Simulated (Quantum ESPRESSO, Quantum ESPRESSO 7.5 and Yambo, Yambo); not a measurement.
**ZrSe2 (1T monolayer): a self-consistent loop beyond G0W0, cycle by cycle**

Aim: iterate the self-energy on ZrSe2 (1T monolayer) and follow the gap from cycle to cycle.

Main program and level: Quantum ESPRESSO 7.5 and Yambo 5.3.0; PBE and many-body steps on it, plane waves.

## Step 1: Set-up

The cell holds 3 atoms: 1 Zr and 2 Se. Its edges and angles: a = 3.808 Å, b = 3.808 Å, c = 16.000 Å, α = 90.0°, β = 90.0°, γ = 120.0°. It derives from  ([{'formula': 'ZrSe2', 'spacegroup': 164, 'source': 'prototype of the bulk crystal'}]). Vacuum lies along c.

The structure was relaxed with PBE. The runs that relaxed it are not among those shown.

## Step 2: Empty states on the mesh, 6×6×1 mesh, 87 bands

This step: Quantum ESPRESSO 7.5; DFT, PBE, plane waves, norm-conserving pseudopotentials.

The sums over transitions need many empty states on a uniform mesh; this step solves for them.

Input file pw.in:

```
&control
  calculation = 'nscf'
  prefix = 'x'
  outdir = 'o'
  pseudo_dir = 'pseudo'
/
&system
  ibrav = 0
  nat = 3
  ntyp = 2
  ecutwfc = 104.0
  nbnd = 87
  force_symmorphic = .true.
/
&electrons
  conv_thr = 1e-9
  electron_maxstep = 80
  diago_full_acc = .true.
  diago_thr_init = 5e-6
/
ATOMIC_SPECIES
  Zr 91.224 Zr.upf
  Se 78.971 Se.upf
CELL_PARAMETERS angstrom
  3.8082320812 -0.0000000003 0.0000000000
  -1.9041160403 3.2980257260 0.0000000000
  0.0000000000 0.0000000000 16.0000000000
ATOMIC_POSITIONS crystal
  Zr 0.0000000000 0.0000000000 0.5000000000
  Se 0.3333333333 0.6666666667 0.5985386353
  Se 0.6666666667 0.3333333333 0.4014613647
K_POINTS automatic
  6 6 1 0 0 0
```

Run with:

```sh
$ OMP_NUM_THREADS=1 mpirun -n 8 pw.x -nk 4 -in pw.in > pw.out
```

The log of the run:

```text
Program PWSCF v.7.5 starts

     This program is part of the open-source Quantum ESPRESSO suite
     for quantum simulation of materials; please cite
         "P. Giannozzi et al., J. Phys.:Condens. Matter 21 395502 (2009);
         "P. Giannozzi et al., J. Phys.:Condens. Matter 29 465901 (2017);
         "P. Giannozzi et al., J. Chem. Phys. 152 154105 (2020);
     in publications or presentations arising from this work. More details at

     Atomic positions and unit cell read from directory:
     o/x.save/

     Message from routine setup:
[...]
17.7819  19.1419  19.5187  19.6431  20.1185  20.1934  20.3461  20.5965
    20.9462  20.9593  21.4858  21.6412  22.2243  22.4484  22.7003  22.8645
    23.8013  24.2498  24.3437  24.8319  24.8708  25.0077  25.0907

          k =-0.0000-0.5774 0.0000 ( 24312 PWs)   bands (ev):

     [... further k-points ...]

     highest occupied, lowest unoccupied level (ev):     0.1713    0.7009

     XML data file, pseudopotentials, collected wavefunctions

=------------------------------------------------------------------------------=
   JOB DONE.
=------------------------------------------------------------------------------=
```

Run time: 56 s. Hardware: 8 MPI ranks of Arm Neoverse V1, shared host; peak memory 1.3 GiB.

This step gave:

```
gap                                                           : 0.5296 eV
k of the valence top                                          : 0, 0, 0
k of the conduction bottom                                    : 0, -0.5, 0
least direct gap                                              : 1.129 eV
k points computed                                             : 7
lowest point of the top converged band, above the valence top : 23.47 eV
```

On this mesh the gap is 0.530 eV.

The density comes from a self-consistent run that is not shown.

## Step 3: Conversion and set-up

This step: Yambo 5.3.0; conversion and set-up on PBE, plane waves, norm-conserving pseudopotentials.

The states are converted to the many-body program's format and the q mesh is built.

Run with:

```sh
$ (cd o/x.save; p2y > p2y.log; mv SAVE ../..); yambo > setup.log
```

The log of the run:

```text
 Yambo, version 5.3.0

 [02] CORE Variables Setup
 =========================

  [02.01] Unit cells
  ==================

  Cell kind             :  HCP
  Atoms in the cell     :  Zr  Se
  number of Zr atoms    :  1
  number of Se atoms    :  2

  List of atomic masses
  Mass of Zr    :  91.22400
  Mass of Se    :  78.97100

  List of atomic coordinates    : [cc]
  Zr1       :   0.00000   0.00000  15.11781  order 1
  Se1       :  0.18120E-10   4.1549       18.097      order 2
  Se2       :   3.59826   2.07746  12.13843  order 3

[...]
BZ  Q-points                                      :   36

 K/Q-points units:
 rlu = crystal or reduced units; cc = cartesian coordinates; iku = interal k-units

 Q [1]          [rlu]:  0.000000  0.000000  0.000000
 Q [2]          [rlu]:  0.51729E-17  0.16667       0.0000
 Q [3]          [rlu]:  0.10346E-16  0.33333       0.0000
 Q [4]          [rlu]: -0.15519E-16 -0.50000       0.0000
 Q [5]          [rlu]:  0.166667  0.166667  0.000000
 Q [6]          [rlu]:  0.166667  0.333333  0.000000
 Q [7]          [rlu]:  0.333333  0.333333  0.000000

  [03.01] X indexes
  =================

   [03.01.01] Sigma indexes
   ========================

 [06] Game Over & Game summary
```

It took 8 s on 1 MPI rank; peak memory 0.27 GiB.

## Step 4: G0W0

Now the one-shot GW correction: screening in the RPA, then the self-energy of the levels asked for.

This step: G0W0 on PBE, plane waves, norm-conserving pseudopotentials.

Input file gw1.in:

```
HF_and_locXC
gw0
dyson
ppa
em1d
rim_cut
rim_w
RandQpts= 3000000
RandGvec= 100 RL
CUTGeo= "slab z"
RandGvecW= 9 RL
EXXRLvcs= 104 Ry
VXCRLvcs= 416 Ry
Chimod= "HARTREE"
% BndsRnXp
 1 | 87 |
%
NGsBlkXp= 5.5 Ry
% LongDrXp
 1 | 1 | 0 |
%
% GbndRnge
 1 | 87 |
%
DysSolver= "n"
ExtendOut
PPAPntXp= 27.21138 eV
% QPkrange
 1 | 1 | 29 | 32 |
 4 | 4 | 29 | 32 |
%
```

Run with:

```sh
$ OMP_NUM_THREADS=2 mpirun -n 4 yambo -F gw1.in -J gw1 -C gw1 > gw1.log
```

The log of the run:

```text
 Yambo, version 5.3.0

 [02] CORE Variables Setup
 =========================

  [... cell, symmetries and grids as in the set-up ...]

  [02.05] Energies & Occupations
  ==============================

  [X] === General ===
  [X] Electronic Temperature                        :  0.000000  0.000000 [eV K]
  [X] Bosonic    Temperature                        :  0.000000  0.000000 [eV K]
  [X] Finite Temperature mode                       : no
  [X] El. density                                   :  0.29858E+24 [cm-3]
  [X] Fermi Level                                   :  0.171324 [eV]

  [X] === Gaps and Widths ===
  [X] Conduction Band Min                           :  0.529598 [eV]
  [X] Valence Band Max                              :  0.000000 [eV]
  [X] Filled Bands                                  :  30
  [X] Empty Bands                                   :   31   87
  [X] Direct Gap                                    :  1.128932 [eV]
  [X] Direct Gap localized at k                     :  1
  [X] Indirect Gap                                  :  0.529598 [eV]
  [X] Indirect Gap between kpts                     :   1   4
  [X] Last valence band width                       :  1.924906 [eV]
  [X] 1st conduction band width                     :  1.311309 [eV]

 [03] Transferred momenta grid and indexing
 ==========================================

 IBZ Q-points                                      :   7
 BZ  Q-points                                      :   36

 K/Q-points units:
 rlu = crystal or reduced units; cc = cartesian coordinates; iku = interal k-units

 Q [1]          [rlu]:  0.000000  0.000000  0.000000
 Q [2]          [rlu]:  0.51729E-17  0.16667       0.0000
 Q [3]          [rlu]:  0.10346E-16  0.33333       0.0000
 Q [4]          [rlu]: -0.15519E-16 -0.50000       0.0000
 Q [5]          [rlu]:  0.166667  0.166667  0.000000
 Q [6]          [rlu]:  0.166667  0.333333  0.000000
 Q [7]          [rlu]:  0.333333  0.333333  0.000000

 [04] Coloumb potential Random Integration (RIM)
 ===============================================

 Performing RIM of v_slab

  [04.01] RIM initialization
  ==========================

  * Diagonal components only detected *

  8 x (sBL volume)        :  0.040647 [a.u.]
  sBZ random points       :  3000000
  Points outside the sBZ  :  24000829
  RL volume               :  0.182913 [a.u.]
  Integrated volume       :  0.182907 [a.u.]

  [04.02] RIM integrals
  =====================

  Gamma point sphere radius             :  0.039453 [a.u.]
  Points outside the sphere             :  2398884
  [Int_sBZ(q=0) 1/q^2]*(Vol_sBZ)^(-1/3) =:  7.536990
                                 should be <:  7.795600

  Summary of Coulomb integrals for non-metallic bands |Q|[au] RIM/Bare

  Q [1] 0.100000E-4 0.966826 * Q [2] 0.168026 1.020985
  Q [5] 0.291029 1.031060 * Q [3] 0.336051 1.027409
  Q [6] 0.444554 1.018761 * Q [4] 0.504077 1.014916
  Q [7] 0.582058 1.011580
  Non-periodic chartesian directions : none
  Optical renormalization            :  30.23562 [au]
  Polarizability dimension           : length

 [05] Coloumb potential CutOffslab
 =================================

 Cut directionsZ
 Slab Cutoff:Z
 Symmetry test passed : yes

 [06] Dipoles
 ============

  [06.01] Setup: observables and procedures
  =========================================

  [WARNING] [x,Vnl] slows the Dipoles computation. To neglect it rename the ns.kb_pp file

 [07] Dynamic Dielectric Matrix (PPA)
 ====================================

 [WR./gw1//ndb.pp]---------------------------------------------------------------
  Brillouin Zone Q/K grids (IBZ/BZ)                :    7   36    7   36
  RL vectors                                       :  28483 [WF]
  Coulomb cutoff potential                         : slab z
  Electronic Temperature                           :  0.000000 [K]
  Bosonic    Temperature                           :  0.000000 [K]
  PPA    diel. fun.  energies                      : Perdew, Burke & Ernzerhof(X)+Perdew, Burke & Ernzerhof(C)
[...]
RL vectors in the sum                            :  28483
  [r,Vnl] included                                 : yes
  Field direction                                  :  0.707107E-5  0.707107E-5   0.00000
  BZ energy Double Grid                            : no
  BZ energy DbGd points                            : 0
  BZ Q point size factor                           : -1.000000
  X Optical Averaged directions                    : none

 [08] Local Exchange-Correlation + Non-Local Fock
 ================================================

 [VXC] Plane waves :  194387
 [EXS] Plane waves :  24321

 QP @ state[ 1 ] K range:  1  1
 QP @ state[ 1 ] b range:   29   32
 QP @ state[ 2 ] K range:   4   4
 QP @ state[ 2 ] b range:   29   32

 [xc] Functional : Perdew, Burke & Ernzerhof(X)+Perdew, Burke & Ernzerhof(C)
 [xc] LIBXC used to calculate xc functional
  PP Number of Atomic Species                      :  2
  NLCC RL compoments                               :  194387
  PP Number of Atomic Species                      :  2
  NLCC RL compoments                               :  194387

 [xc] E_xc :  -56.40700 [Ha]
      E_xc :  -112.8140 [Ry]

  Local XC kind (lXC) : Perdew, Burke & Ernzerhof(X)+Perdew, Burke & Ernzerhof(C)
  Non-Local XC kind (nlXC) : Hartree-Fock

  Corrections @ K [1] :  [eV]
 <29|nlXC|29> = -16.42396  0.20380E-18 <29|lXC|29> = -14.68462  0.47204E-16
 <30|nlXC|30> = -16.42401 -0.47948E-18 <30|lXC|30> = -14.68465  0.94408E-16
 <31|nlXC|31> = -8.699769 -0.37703E-18 <31|lXC|31> = -13.95993  0.68093E-32
 <32|nlXC|32> = -8.699749  0.77568E-18 <32|lXC|32> = -13.95991  0.56645E-15

  Corrections @ K [4] :  [eV]
 <29|nlXC|29> = -16.02256 -0.83634E-18 <29|lXC|29> = -13.31446  0.66246E-31
 <30|nlXC|30> = -16.35372  0.41569E-17 <30|lXC|30> = -13.97027  0.89376E-32
 <31|nlXC|31> = -8.664500  0.67609E-18 <31|lXC|31> = -13.12649  0.47204E-16
 <32|nlXC|32> = -8.625417  0.12100E-17 <32|lXC|32> = -15.14303 -0.14269E-34

 [09] Dyson equation: Newton solver
 ==================================

  [09.01] RIM-W interpolation
  ===========================

  [WARNING] RIM-W works only for 2D semiconductors with slab cutoff
  Found compatible q grid: 2D
  q_min[ 1 ]:  0.16667      0.47267E-11   0.0000     [rlu]
   0.166667  0.083333  0.000000 [iku]
  q_min[ 2 ]:  0.46907E-11  0.16667       0.0000     [rlu]
   0.19851E-10  0.16667       0.0000     [iku]
  G-vectors :   9
  G-vectors loaded:   63
  Number of interpolated frequencies:  2

  Evaluating coefficients q = 0
  Evaluating coefficients q = 0

  [09.02] RIM-W integrals
  =======================

  8 x (sBL volume)        :  0.040647 [a.u.]
  sBZ random points       :  3000000
  Points outside the sBZ  :  24000829
  RL volume               :  0.182913 [a.u.]
  Integrated volume       :  0.182907 [a.u.]

  [09.03] RIM integrals
  =====================

  Comparison between head Wc = W - v averages: < Wc > [au] RIM-W/RIM

   < -Wc [Q = 1] > 0.394935E-1 0.765599E-4 * < -Wc [Q = 2] > 0.005152 0.004976
   < -Wc [Q = 3] > 0.940039E-3 0.921398E-3 * < -Wc [Q = 4] > 0.321763E-3 0.318486E-3
   < -Wc [Q = 5] > 0.001367 0.001335 * < -Wc [Q = 6] > 0.453075E-3 0.447940E-3
   < -Wc [Q = 7] > 0.217530E-3 0.216079E-3

  Comparison between head Wc = W - v averages: < Wc > [au] RIM-W/RIM

   < -Wc [G = 1,G`=0] > 0.394935E-1 0.765599E-4 * < -Wc [G = 2,G`=0] >-0.002047 0.000000
   < -Wc [G = 3,G`=0] >-0.002048 0.000000 * < -Wc [G = 4,G`=0] > 0.121697E-4  0.00000
   < -Wc [G = 5,G`=0] > 0.121883E-4  0.00000 * < -Wc [G = 6,G`=0] > 0.138930E-3  0.00000
   < -Wc [G = 7,G`=0] > 0.138895E-3  0.00000 * < -Wc [G = 8,G`=0] >-0.286357E-4  0.00000
   < -Wc [G = 9,G`=0] >-0.286300E-4  0.00000

 [10] G0W0 (W PPA)
 =================

 [  GW  ] Bands range     :    1   87
 [GW/PPA] G damping       :  0.100000 [eV]

 QP @ state[ 1 ] K range:  1  1
 QP @ state[ 1 ] b range:   29   32
 QP @ state[ 2 ] K range:   4   4
 QP @ state[ 2 ] b range:   29   32

  Sc/G bands                                       :    1   87
  Sc/G damping                                     :  0.100000 ev
  Sc bands terminator                              : no
  Sx RL components                                 :  24321

  QP @ state[ 1 ] K range                          :  1  1
  QP @ state[ 1 ] b range                          :   29   32
  QP @ state[ 2 ] K range                          :   4   4
  QP @ state[ 2 ] b range                          :   29   32
  GF energies kind                                 : Perdew, Burke & Ernzerhof(X)+Perdew, Burke & Ernzerhof(C)
  GF WF`s kind                                     : Perdew, Burke & Ernzerhof(X)+Perdew, Burke & Ernzerhof(C)
  Xs energies kind                                 : Perdew, Burke & Ernzerhof(X)+Perdew, Burke & Ernzerhof(C)
  Xs WF`s kind                                     : Perdew, Burke & Ernzerhof(X)+Perdew, Burke & Ernzerhof(C)

 [14] Game Over & Game summary
```

It took 6.3 min on 4 MPI ranks; peak memory 5.8 GiB.

This step gave:

| Property | Result |
| --- | --- |
| G0W0 gap on the points computed | 1.501 eV |
| starting gap on the mesh | 0.5296 eV |
| k of the valence top | 0, 0, 0 |
| k of the conduction bottom | 0, -0.5, 0 |
| least direct G0W0 gap on the computed points | 2.273 eV |
| Z at the valence top | 0.7335 |
| Z at the conduction bottom | 0.7284 |

The gap on the mesh goes from 0.53 eV to 1.50 eV, a correction of +0.97 eV.

## Step 5: evGW0, cycle 1

This step: evGW0 on PBE, plane waves, norm-conserving pseudopotentials.

gw3.in, as its differences from gw1.in of step 4:

```diff
@@ -28,4 +28,4 @@
 % QPkrange
- 1 | 1 | 29 | 32 |
- 4 | 4 | 29 | 32 |
+ 1 | 7 | 28 | 33 |
 %
+GfnQPdb= "E < ./gw2/ndb.QP"
```

Run with:

```sh
$ OMP_NUM_THREADS=2 mpirun -n 4 yambo -F gw3.in -J gw3,gw1_W -C gw3 > gw3.log
```

The log of the run:

```text
 Yambo, version 5.3.0

 [02] CORE Variables Setup
 =========================

  [... cell, symmetries and grids as in the set-up ...]

  [02.05] Energies & Occupations
  ==============================

  [X] === General ===
  [X] Electronic Temperature                        :  0.000000  0.000000 [eV K]
  [X] Bosonic    Temperature                        :  0.000000  0.000000 [eV K]
  [X] Finite Temperature mode                       : no
  [X] El. density                                   :  0.29858E+24 [cm-3]
  [X] Fermi Level                                   :  0.171324 [eV]

  [X] === Gaps and Widths ===
  [X] Conduction Band Min                           :  0.529598 [eV]
  [X] Valence Band Max                              :  0.000000 [eV]
  [X] Filled Bands                                  :  30
  [X] Empty Bands                                   :   31   87
  [X] Direct Gap                                    :  1.128932 [eV]
  [X] Direct Gap localized at k                     :  1
  [X] Indirect Gap                                  :  0.529598 [eV]
  [X] Indirect Gap between kpts                     :   1   4
  [X] Last valence band width                       :  1.924906 [eV]
  [X] 1st conduction band width                     :  1.311309 [eV]

 [03] Transferred momenta grid and indexing
 ==========================================

 IBZ Q-points                                      :   7
 BZ  Q-points                                      :   36

 K/Q-points units:
 rlu = crystal or reduced units; cc = cartesian coordinates; iku = interal k-units

 Q [1]          [rlu]:  0.000000  0.000000  0.000000
 Q [2]          [rlu]:  0.51729E-17  0.16667       0.0000
 Q [3]          [rlu]:  0.10346E-16  0.33333       0.0000
[...]
[G+QP] Indirect Gap                               :  1.500564 [eV]
  [G+QP] Indirect Gap between kpts                  :   1   4
  [G+QP] Last valence band width                    :  2.258288 [eV]
  [G+QP] 1st conduction band width                  :  1.531518 [eV]

  [coarse-grid] Minimum Bare Gap        [ev]:  0.529598
  [coarse-grid] Minimum Gap Correction  [ev]:  0.970967

  Eqp @ K [1]
  -219.7105 -219.7105 -155.5437 -155.5437 -155.5437 -155.5437 -155.5389 -155.5389
  -52.54261 -49.70549 -49.70549 -49.70525 -49.70525 -49.69731 -49.69731 -49.69700
  -49.69700 -49.69340 -49.69328 -29.24880 -29.13960 -29.13960 -13.74131 -12.81331
[...]
Eqp @ K [2]
[...]
Eqp @ K [3]
[...]
Eqp @ K [4]
[...]
Eqp @ K [5]
[...]
Eqp @ K [6]
[...]
Eqp @ K [7]
[...]
13.86183  13.86183  14.38634  14.81701  16.40110  16.40110  16.74599  16.74599
   17.74373  18.03741  18.03741  18.16614  21.50110  21.50110  21.85351  22.14962

 [08] Dipoles
 ============

  [08.01] Setup: observables and procedures
  =========================================

 [09] Dynamic Dielectric Matrix (PPA)
 ====================================

  Sc/G bands                                       :    1   87
  Sc/G damping                                     :  0.100000 ev
  Sc bands terminator                              : no
  Sx RL components                                 :  24321

  QP @ state[ 1 ] K range                          :   1   7
  QP @ state[ 1 ] b range                          :   28   33
  GF energies kind                                 : Perdew, Burke & Ernzerhof(X)+Perdew, Burke & Ernzerhof(C)+ E < ./gw2/ndb.QP + @E Fit
  GF WF`s kind                                     : Perdew, Burke & Ernzerhof(X)+Perdew, Burke & Ernzerhof(C)
  Xs energies kind                                 : Perdew, Burke & Ernzerhof(X)+Perdew, Burke & Ernzerhof(C)
  Xs WF`s kind                                     : Perdew, Burke & Ernzerhof(X)+Perdew, Burke & Ernzerhof(C)

 [16] Game Over & Game summary
```

The job ended after 10 min (4 MPI ranks; peak memory 5.9 GiB).

Numbers from this step:

```
quasiparticle gap on the mesh                         : 1.733 eV
gap of the density functional on the mesh             : 0.5296 eV
k of the valence top                                  : 0, 0, 0
k of the conduction bottom                            : 0, -0.5, 0
least direct quasiparticle gap on the computed points : 2.556 eV
Z at the valence top                                  : 0.7403
Z at the conduction bottom                            : 0.7690
```

Against G0W0 in Yambo (6×6×1 mesh, 87 bands, screening to 74.8 eV, Godby-Needs plasmon pole), the gap moves by +0.232 eV.

The program's own table gives 1.957 eV, which is too large where the input levels are shifted: this version takes Σc at the unshifted level E₀, yet steps from the shifted one. The value above is the Newton step from E₀, E₀ + Z(Σc + Σx − Vxc), rebuilt from the printed columns.

(Continued in part 2 of 2.)

[Paths, hosts, dates, memory and timing lines, banners, echoed tables and standing remarks are left out of the program output.]

[Logs are printed without paths, hosts, clocks, repeated set-up lines and the standing remarks that a program may print on its own settings, such as how far it seeks lower states.]

[Runs of the session that timed out or met a known fault of the program may be left out.]

[Hosts, paths, dates, database ids (printed as entryN), source tags and the programs' standing remarks are cut or masked in the printed files.]
